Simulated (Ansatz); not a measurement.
An Ansatz input:

```yaml
crystal:
  lattice:
    - [2.4811762454, 0.0, 0.0]
    - [-1.2405881227, 2.1487616598, 0.0]
    - [0.0, 0.0, 4.0155080354]
  atoms:
    - { symbol: Mn, position: [0.3333333333, 0.6666666667, 0.25], spin: 3.0, spin_axis: [0, 0, 1] }
    - { symbol: Mn, position: [0.6666666667, 0.3333333333, 0.75], spin: 3.0, spin_axis: [0, 0, 1] }
hamiltonian:
  xc: pbe
  pseudopotentials:
    kind: paw_fr
    azcp:
      Mn: "pseudopotentials/Mn.paw.azcp"
basis:
  ecutwfc: 420
  fft_grid_basis: typed
kpoints:
  mp_grid: { grid: [14, 14, 8], shift: [0, 0, 0] }
magnetization:
  noncollinear: true
  spin_orbit: true
scf:
  occupations: { method: fermi_dirac, width: 0.05 }
```

Terminal output

```
Engine: ansatz 0.2.0, x86_64-unknown-linux-gnu
Pseudopotentials: kind: paw_fr
Pseudopotential: Mn, paw_fr, valence charge 15, recommended cutoff 420 eV (normal) 
Functional definition: PBE
  parameter kappa = 0.804
  parameter beta = 0.06672455060314922
  exchange = pbe_x(kappa = kappa, mu = beta*pi^2/3)
  correlation = pbe_c(beta = beta)
Crystal: 2 atoms, lattice volume = 21.409 Å³
Basis set: ecut = 420 eV, 391 PW (Γ)
Bands: 38, of which v1, the nominal top of the filled ones, is band 30 counted from 1 (29 counted from 0)
Symmetry: 12 space group operations + 12 with time reversal
Magnetic group: BNS 194.270 (UNI 1500), of the structure as read, at distance tolerance 2.8e-5 Å
k-points: 120 of 1568 (time reversal used)
Projection manifold: j_resolved (fully-relativistic pseudo-atomic orbitals)
Non-local potential: Mn, projectors of the file, l = 0: 3, l = 1: 4, l = 2: 6, l = 3: 2
PAW form: soft (Blöchl's): semilocal exchange-correlation on the pseudo side does not see the compensation charge
PAW one-centre angular grid: Mn, 590 points (default); XC on 64 Gauss nodes
Initial density: superposition of atomic densities (chi_scale 0.1, normalization cell)
Starting moments: Σ|m| = 6 μB on 2 of 2 sites
Initial wavefunctions: pseudopotential atomic-orbital guess
Functional: x = pbe(κ = 0.804, μ = 0.2195149727645171), c = pbe(β = 0.06672455060314922)
SCF iter   1: F=—  HF=-7796.715305 eV  |F-HF|=—  |Δ(HF+E_count)|=         —  Δρ=2.72e-1  dr2=1.47e0  dr2_m=3.63e0  ethr=3.10e-3  |M|=3.44e0 ∫|m|=3.45e0 μB  |m|>n=0.0e0 m-floor=0.0e0 τ_xc=4.9e-15 mc-row=0.0e0  β_m=0.30  ⟨swp⟩=8.5  Hψ=22455  notcnv=0  defer=1
SCF iter   2: F=—  HF=-7796.843734 eV  |F-HF|=—  |Δ(HF+E_count)|=   1.28e-1  Δρ=2.17e-1  dr2=3.72e-1  dr2_m=2.32e0  ethr=3.10e-3  |M|=3.17e0 ∫|m|=3.18e0 μB  |m|>n=0.0e0 m-floor=0.0e0 τ_xc=7.6e-4 mc-row=0.0e0  β_m=0.30  ⟨swp⟩=2.6  Hψ=7965  notcnv=0  defer=39
SCF iter   3: F=—  HF=-7797.015240 eV  |F-HF|=—  |Δ(HF+E_count)|=   1.72e-1  Δρ=1.74e-1  dr2=1.19e-2  dr2_m=1.49e0  ethr=1.24e-3  |M|=2.95e0 ∫|m|=2.97e0 μB  |m|>n=0.0e0 m-floor=0.0e0 τ_xc=1.2e-3 mc-row=0.0e0  β_m=0.30  ⟨swp⟩=2.6  Hψ=7492  notcnv=0  defer=37
SCF iter   4: F=—  HF=-7797.207472 eV  |F-HF|=—  |Δ(HF+E_count)|=   1.92e-1  Δρ=1.61e-1  dr2=7.56e-3  dr2_m=1.28e0  ethr=3.96e-5  |M|=2.62e0 ∫|m|=2.64e0 μB  |m|>n=0.0e0 m-floor=0.0e0 τ_xc=1.4e-3 mc-row=0.0e0  β_m=0.30  ⟨swp⟩=3.0  Hψ=10274  notcnv=0  defer=38
SCF iter   5: F=—  HF=-7797.345818 eV  |F-HF|=—  |Δ(HF+E_count)|=   1.38e-1  Δρ=1.41e-1  dr2=2.05e-4  dr2_m=9.73e-1  ethr=2.52e-5  |M|=2.38e0 ∫|m|=2.40e0 μB  |m|>n=0.0e0 m-floor=0.0e0 τ_xc=1.5e-3 mc-row=0.0e0  β_m=0.30  ⟨swp⟩=2.3  Hψ=9180  notcnv=0  defer=36
SCF iter   6: F=—  HF=-7797.451657 eV  |F-HF|=—  |Δ(HF+E_count)|=   1.06e-1  Δρ=1.23e-1  dr2=3.85e-3  dr2_m=7.45e-1  ethr=6.83e-7  |M|=2.17e0 ∫|m|=2.19e0 μB  |m|>n=0.0e0 m-floor=0.0e0 τ_xc=1.5e-3 mc-row=0.0e0  β_m=0.30  ⟨swp⟩=3.1  Hψ=10813  notcnv=0  defer=37
SCF iter   7: F=—  HF=-7797.530695 eV  |F-HF|=—  |Δ(HF+E_count)|=   7.90e-2  Δρ=1.17e-1  dr2=1.89e-3  dr2_m=6.71e-1  ethr=6.83e-7  |M|=1.91e0 ∫|m|=1.93e0 μB  |m|>n=0.0e0 m-floor=0.0e0 τ_xc=1.6e-3 mc-row=0.0e0  β_m=0.30  ⟨swp⟩=3.0  Hψ=10517  notcnv=0  defer=36
...
SCF iter  18: F=—  HF=-7797.900002 eV  |F-HF|=—  |Δ(HF+E_count)|=   3.99e-5  Δρ=8.01e-5  dr2=3.61e-8  dr2_m=3.57e-7  ethr=3.33e-10  |M|=1.07e-3 ∫|m|=1.36e-3 μB  |m|>n=0.0e0 m-floor=0.0e0 τ_xc=5.7e-8 mc-row=0.0e0  β_m=0.94  ⟨swp⟩=6.5  Hψ=21599  notcnv=0
SCF iter  19: F=—  HF=-7797.900003 eV  |F-HF|=—  |Δ(HF+E_count)|=   8.02e-7  Δρ=2.12e-5  dr2=3.54e-9  dr2_m=2.64e-8  ethr=1.20e-10  |M|=7.53e-5 ∫|m|=1.99e-4 μB  |m|>n=0.0e0 m-floor=0.0e0 τ_xc=3.1e-9 mc-row=0.0e0  β_m=0.97  ⟨swp⟩=3.0  Hψ=12328  notcnv=0
SCF iter  20: F=—  HF=-7797.900003 eV  |F-HF|=—  |Δ(HF+E_count)|=   3.33e-8  Δρ=3.57e-6  dr2=8.68e-10  dr2_m=4.96e-10  ethr=1.18e-11  |M|=1.39e-5 ∫|m|=3.33e-5 μB  |m|>n=0.0e0 m-floor=0.0e0 τ_xc=2.7e-10 mc-row=0.0e0  β_m=0.99  ⟨swp⟩=3.0  Hψ=12257  notcnv=0
SCF iter  21: F=—  HF=-7797.900003 eV  |F-HF|=—  |Δ(HF+E_count)|=  4.32e-10  Δρ=6.25e-7  dr2=3.46e-11  dr2_m=4.26e-11  ethr=2.89e-12  |M|=1.42e-6 ∫|m|=9.41e-6 μB  |m|>n=0.0e0 m-floor=0.0e0 τ_xc=1.0e-11 mc-row=0.0e0  β_m=0.99  ⟨swp⟩=3.0  Hψ=10364  notcnv=0
SCF iter  22: F=-7797.900003 eV  HF=-7797.900003 eV  |F-HF|=3.64e-12  |Δ(HF+E_count)|=  6.37e-11  Δρ=1.69e-7  dr2=1.04e-12  dr2_m=3.17e-12  ethr=1.00e-12  |M|=4.35e-7 ∫|m|=2.59e-6 μB  |m|>n=0.0e0 m-floor=0.0e0 τ_xc=1.5e-13 mc-row=0.0e0  ⟨swp⟩=2.0  Hψ=8714  notcnv=0
WARN: the starting moments were not kept: the SCF closed with an absolute magnetisation of 2.5e-6 μB, where they sum to 6 μB in size (2 sites). That is at most 0.1 of that sum. Measured as dr2_m measures the in/out step, that magnetisation stands 2.1e-12 eV from none, at or under the dr2_threshold of 1.0e-7 eV: it is no larger than a step whose dr2_m would equal this threshold. The system may hold no moment; this SCF shows only that its start led to no more than that. To try another start: raise the starting moments (crystal.atoms[].spin, magnetization.per_species, magnetization.initial_magnetization, or on a non-collinear deck that types none of these the spinor_matrix: blocks that start its atoms; where the total moment is fixed, keep their sum and leave initial_magnetization as it is; typed ones take the place of any that the run laid by itself, positive ones on a crystal's lanthanoids without a Hubbard term where scf.initial_density.shell_occupations: [] is typed) or, if the notice of its spin-set hold's release reads "site moments contracting" or "site moments show no strong build", lengthen the hold (scf.mixing.spin_hold: { on: { confirm: 4 } }; for m-r²SCAN on two components see the key's manual first). Each may lead to a state that holds a moment. A second SCF, from the converged charge density, with the starting moments and any scf.initial_density.shell_occupations laid on it anew, would have followed, and was not run: the deck does not ask for one (magnetization.retry_lost_moments is false, the default). To let it run, set magnetization.retry_lost_moments: true and run the deck again, where that key's refused combinations let it; where memory then withholds it, that run's warning says so.
SCF 1 converged in 22 iterations: F = -7797.900003 eV  dr2 = 1.04e-12
SCF converged after 22 iterations
Magnetization: |M| = 0.0000 μB,  M = (-0.0000, -0.0000, -0.0000) μB
Absolute magnetization: 0.0000 μB (∫|m|, with the PAW one-centre terms)
  site 0: m = (-0.0000, -0.0000, -0.0000) μB, |m| = 0.0000 μB  (R = 1.02 Å)
  site 1: m = (+0.0000, +0.0000, -0.0000) μB, |m| = 0.0000 μB  (R = 1.02 Å)
Free energy (F): -7797.900003 eV
Harris-Foulkes:  -7797.900003 eV  (|F-HF|=3.64e-12)
Internal energy: -7797.878485 eV  (E = F + TS)
E sigma→0 (E₀):  -7797.889244 eV
Entropy (-TS):   -0.021518 eV (-10.759 meV/atom)
Fermi energy:    20.286741 eV
--- Per-component energies (eV) ---
  E_band       = -311.949588
  E_kinetic    = 617.421852
  E_local      = -3115.472751  (includes V_loc(G=0)·N_el)
  E_nonlocal   = 472.381452
  E_hartree    = 1297.991803
  E_xc         = -231.826490
  E_vxc        = -297.124630  (∫ρ·V_xc dr)
  E_paw        = -2592.524542  (= ΣΔE_a)
  E_vpaw       = -585.139172  (= ΣTr[D̂ρ^β])
  E_aug_tail   = -0.000018  (compensation charges beyond the density's cutoff)
  E_ewald      = -4245.849792
  E_smearing   = -0.021518  (= −TS)
  E_closure    = 0.000000  (closes the sum)
  Σ components = -7797.900003   (vs F -7797.900003, Δ=0.00e0)
```

Command:

```sh
ansatz run input.yaml --threads 1 --pin off --max-ram 3584MiB --backend cpu --events-out ev --progress --plain --runs-dir out
```

On 1 thread of Intel(R) Xeon(R) Platinum 8259CL CPU @ 2.50GHz (Skylake/Cascade Lake) (shared host) this took about 88 s of wall time and 85 s of CPU time.
